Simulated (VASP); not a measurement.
# O2SiH2 in VASP: reference runs

Reference runs on O2SiH2: the cell as given.

Everything below comes from runs of VASP 6.6.1. Logs are shortened: lines on timing, memory, paths and dates and some standing lists are left out, and cuts for length are marked.

**1. Starting point**

The cell holds a molecule in a box, 5 atoms: a = 13.000 Å, b = 11.000 Å, c = 11.000 Å, α = 90.00°, β = 90.00°, γ = 90.00°.

**2. Single point, PBE**

Input file INCAR:

```
PREC     = Accurate       # precision mode
ENCUT    = 520            # plane-wave cutoff, eV
EDIFF    = 1E-7           # SCF threshold, eV
ISMEAR   = 0              # smearing method
SIGMA    = 0.01           # smearing width, eV
LREAL    = False          # projectors in reciprocal space
LASPH    = True           # aspherical terms in the spheres
NELM     = 80             # most SCF steps
ALGO     = Normal         # electronic algorithm
ISIF     = 2              # what is computed and relaxed
LWAVE    = False          # write WAVECAR
LCHARG   = True           # write CHGCAR
GGA      = PE             # functional
LELF     = True           # ELF
LVHAR    = True         
LVACPOTAV= True         
NBANDS   = 17             # bands
```

Input file KPOINTS:

```
Automatic mesh
0
Gamma
  1 1 1
```

Input file POSCAR:

```
SiH2O2
1.0
   13.0000000000      0.0000000000      0.0000000000
    0.0000000000     11.0000000000      0.0000000000
    0.0000000000      0.0000000000     11.0000000000
O Si H
2 1 2
Direct
    0.3723730800      0.4987818200      0.4902909100
    0.5630807700      0.5254272700      0.5215272700
    0.4670807700      0.4364454500      0.5669000000
    0.3886269200      0.5673727300      0.4392818200
    0.6296269200      0.5071909100      0.5546909100
```

Potentials or basis: VASP PAW PBE potentials, release 64 (O, Si, H).

Run with:

```sh
$ cat potpaw_PBE.64/O/POTCAR potpaw_PBE.64/Si/POTCAR potpaw_PBE.64/H/POTCAR > POTCAR
$ mpirun -np 1 vasp_gam > vasp.out
```

OUTCAR:

```text
PREC = Accurate
   ENCUT = 520
   EDIFF = 1E-7
   ISMEAR = 0
   LREAL = False
   LASPH = True
   NELM = 80
   ISIF = 2
   GGA = PE

 ion  position               nearest neighbor table
   1  0.372  0.499  0.490-   4 0.96   3 1.64
   2  0.563  0.525  0.522-   5 0.96   3 1.66
   3  0.467  0.436  0.567-   1 1.64   2 1.66
   4  0.389  0.567  0.439-   1 0.96
   5  0.630  0.507  0.555-   2 0.96

  LATTYP: Found a simple tetragonal cell.
 ALAT       =    11.0000000000
 C/A-ratio  =     1.1818181818

  Lattice vectors:

 A1 = (   0.0000000000,  11.0000000000,   0.0000000000)
 A2 = (   0.0000000000,   0.0000000000,  11.0000000000)
 A3 = (  13.0000000000,   0.0000000000,   0.0000000000)

Analysis of symmetry for initial positions (statically):
=====================================================================
 Subroutine PRICEL returns:
 Original cell was already a primitive cell.

 Routine SETGRP: Setting up the symmetry group for a
 simple tetragonal supercell.

 Subroutine GETGRP returns: Found  1 space group operations
 (whereof  1 operations were pure point group operations)
 out of a pool of 16 trial point group operations.

The static configuration has the point symmetry C_1 .

Analysis of symmetry for dynamics (positions and initial velocities):
=====================================================================
 Subroutine PRICEL returns:
 Original cell was already a primitive cell.

 Routine SETGRP: Setting up the symmetry group for a
 simple tetragonal supercell.

 Subroutine GETGRP returns: Found  1 space group operations
 (whereof  1 operations were pure point group operations)
 out of a pool of 16 trial point group operations.

The dynamic configuration has the point symmetry C_1 .

 Subroutine INISYM returns: Found  1 space group operations
 (whereof  1 operations are pure point group operations),
 and found     1 'primitive' translations

----------------------------------------------------------------------------------------

                                     Primitive cell

  volume of cell :    1573.0000

  direct lattice vectors                    reciprocal lattice vectors
    13.000000000  0.000000000  0.000000000     0.076923077  0.000000000  0.000000000
     0.000000000 11.000000000  0.000000000     0.000000000  0.090909091  0.000000000
     0.000000000  0.000000000 11.000000000     0.000000000  0.000000000  0.090909091

  length of vectors
    13.000000000 11.000000000 11.000000000     0.076923077  0.090909091  0.090909091

  position of ions in fractional coordinates (direct lattice)
     0.372373080  0.498781820  0.490290910
     0.563080770  0.525427270  0.521527270
     0.467080770  0.436445450  0.566900000
     0.388626920  0.567372730  0.439281820
     0.629626920  0.507190910  0.554690910

  ion indices of the primitive-cell ions
   primitive index   ion index
                 1           1
                 2           2
                 3           3
                 4           4
                 5           5

----------------------------------------------------------------------------------------

 KPOINTS: Automatic mesh

Automatic generation of k-mesh.
 Grid dimensions read from file:
 generate k-points for:    1    1    1

 Generating k-lattice:

  Cartesian coordinates                     Fractional coordinates (reciprocal lattice)
     0.076923077  0.000000000  0.000000000     1.000000000  0.000000000  0.000000000
     0.000000000  0.090909091  0.000000000     0.000000000  1.000000000  0.000000000
     0.000000000  0.000000000  0.090909091     0.000000000  0.000000000  1.000000000

  Length of vectors
     0.076923077  0.090909091  0.090909091

  Shift w.r.t. Gamma in fractional coordinates (k-lattice)
     0.000000000  0.000000000  0.000000000

 Subroutine IBZKPT returns following result:
 ===========================================

 Found      1 irreducible k-points:

 Following reciprocal coordinates:
            Coordinates               Weight
  0.000000  0.000000  0.000000      1.000000
   k-points           NKPTS =      1   k-points in BZ     NKDIM =      1   number of bands    NBANDS=     17
   number of dos      NEDOS =    301   number of ions     NIONS =      5
   total plane-waves  NPLWV = 691488
   dimension x,y,z NGX =    98 NGY =   84 NGZ =   84
   dimension x,y,z NGXF=   196 NGYF=  168 NGZF=  168
   ions per type =               2   1   2
   NGX,Y,Z   is equivalent  to a cutoff of  12.53, 12.70, 12.70 a.u.
   NGXF,Y,Z  is equivalent  to a cutoff of  25.06, 25.39, 25.39 a.u.
 SYSTEM =  unknown system
   PREC   = accura    normal or accurate (medium, high low for compatibility)
   ISTART =      0    job   : 0-new  1-cont  2-samecut
   ICHARG =      2    charge: 1-file 2-atom 10-const
   ISPIN  =      1    spin polarized calculation?
   LNONCOLLINEAR =      F non collinear calculations
   LSORBIT =      F    spin-orbit coupling
   LASPH  =      T    aspherical Exc in radial PAW
   ENCUT  =  520.0 eV  38.22 Ry    6.18 a.u.  24.17 20.45 20.45*2*pi/ulx,y,z
   NELM   =     80;   NELMIN=  2; NELMDL= -5     # of ELM steps
   EDIFF  = 0.1E-06   stopping-criterion for ELM
   LREAL  =      F    real-space projection
   EDIFFG = 0.1E-05   stopping-criterion for IOM
   NSW    =      0    number of steps for IOM
   IBRION =     -1    ionic relax: 0-MD 1-quasi-New 2-CG
   NFREE  =      0    steps in history (QN), initial steepest desc. (CG)
   ISIF   =      2    stress and relaxation
   ISYM   =      2    0-nonsym 1-usesym 2-fastsym
   POTIM  = 0.5000    time-step for ionic-motion
   TEBEG  =    0.0;   TEEND  =   0.0 temperature during run
   PSTRESS=    0.0 pullay stress
   NELECT =      18.0000    total number of electrons
   NUPDOWN=      -1.0000    fix difference up-down
   EMIN   =  10.00;   EMAX   =-10.00  energy-range for DOS
   EFERMI =   0.00;   METHOD = LEGACY
   ISMEAR =     0;   SIGMA  =   0.01  broadening in eV -4-tet -1-fermi 0-gaus
   EFERMI_NEDOS =   21; number of points for ismear=-14 and -15
   IALGO  =     38    algorithm
   IMIX   =      4    mixing-type and parameters
     AMIX     =   0.40;   BMIX     =  1.00
     AMIX_MAG =   1.60;   BMIX_MAG =  1.00
  volume/ion in A,a.u.               =     314.60      2123.03
  Fermi-wavevector in a.u.,A,eV,Ry     =   0.368912  0.697143  1.851699  0.136096
  Thomas-Fermi vector in A             =   1.295136
   LORBIT       =      0    0 simple, 1 ext, 2 COOP (PROOUT), +10 PAW based schemes
   GGA     = PE    functional components
   LHFCALC =     F    Hartree Fock is set to
   AEXX    =    0.0000 exact exchange contribution
   IVDW    =     0    specifies the selected vdW correction
   LEPSILON=     F    determine dielectric tensor
   LRPA    =     F    only Hartree local field effects (RPA)
 non-spin polarized calculation
 Gauss-broadening in eV      SIGMA  =   0.01
  energy-cutoff  :      520.00
  volume of cell :     1573.00
 maximum number of plane-waves:     21209
 NGX is ok and might be reduce to    98
   NGX = 49   NGY = 41   NGZ = 41

 number of electron      17.9999998 magnetization

 Free energy of the ion-electron system (eV)
  ---------------------------------------------------
  ext. energy  EPLUGINS =         0.00000000
  ---------------------------------------------------
  free energy    TOTEN  =       -27.13392044 eV

  energy without entropy =      -27.13392044  energy(sigma->0) =      -27.13392044

 E-fermi :  -5.7588     XC(G=0):  -0.7589

 val. band max:       -5.8608035341   @ k =   0.0000   0.0000   0.0000
 cond. band min:      -1.8297083193   @ k =   0.0000   0.0000   0.0000
 fundamental gap:      4.0310952148
 Fermi energy:        -5.7588343452

 k-point     1 :       0.0000    0.0000    0.0000
  band No.  band energies     occupation
      1     -25.4702      2.00000
      2     -24.7860      2.00000
      3     -13.8733      2.00000
      4     -12.7835      2.00000
      5      -9.5675      2.00000
      6      -8.8406      2.00000
[... 9 lines left out ...]
     16       0.9931      0.00000
     17       1.0622      0.00000

------------------------ aborting loop because EDIFF is reached ----------------------------------------

  FORCE on cell =-STRESS in cart. coord.  units (eV):
  Direction    XX          YY          ZZ          XY          YZ          ZX
  --------------------------------------------------------------------------------------
  -------------------------------------------------------------------------------------
  Total        1.5016518      0.6934071      0.4765433      0.0975075     -0.6084126      0.2943683
  in kB        1.5295057      0.7062690      0.4853826      0.0993161     -0.6196980      0.2998285
  external PRESSURE =       0.9070524 kB  Pullay stress =       0.0000000 kB

 VOLUME and BASIS-vectors are now :
 -----------------------------------------------------------------------------
  energy-cutoff  :      520.00
  volume of cell :     1573.00
      direct lattice vectors                 reciprocal lattice vectors
    13.000000000  0.000000000  0.000000000     0.076923077  0.000000000  0.000000000
     0.000000000 11.000000000  0.000000000     0.000000000  0.090909091  0.000000000
     0.000000000  0.000000000 11.000000000     0.000000000  0.000000000  0.090909091

 POSITION                                       TOTAL-FORCE (eV/Angst)
 -----------------------------------------------------------------------------------
      4.84085      5.48660      5.39320        -0.495918     -0.266240      0.098664
      7.32005      5.77970      5.73680        -0.118158      0.350765     -0.312194
      6.07205      4.80090      6.23590        -0.034015     -0.475804      0.377342
      5.05215      6.24110      4.83210         0.074612      0.477112     -0.367403
      8.18515      5.57910      6.10160         0.573479     -0.085833      0.203591
 -----------------------------------------------------------------------------------
    total drift:                                0.000557      0.000361     -0.000140

  FREE ENERGIE OF THE ION-ELECTRON SYSTEM (eV)
  ---------------------------------------------------
  free  energy   TOTEN  =       -27.1339204420 eV

  energy  without entropy=      -27.1339204420  energy(sigma->0) =      -27.13392044
```

Run time: 2.6 min. Hardware: 1 thread of Intel Xeon Platinum 8259CL at 2.50GHz (Skylake/Cascade Lake), shared host; peak memory 1.2 GiB.

Results:

```yaml
Free_energy: -27.1339 eV
Largest_force: 0.615 eV/Å
Gap_between_the_frontier_levels: 4.03 eV
```

Forces on the atoms (eV/Å):
```
O   -0.496 -0.266  0.099
O   -0.118  0.351 -0.312
Si  -0.034 -0.476  0.377
H    0.075  0.477 -0.367
H    0.573 -0.086  0.204
```
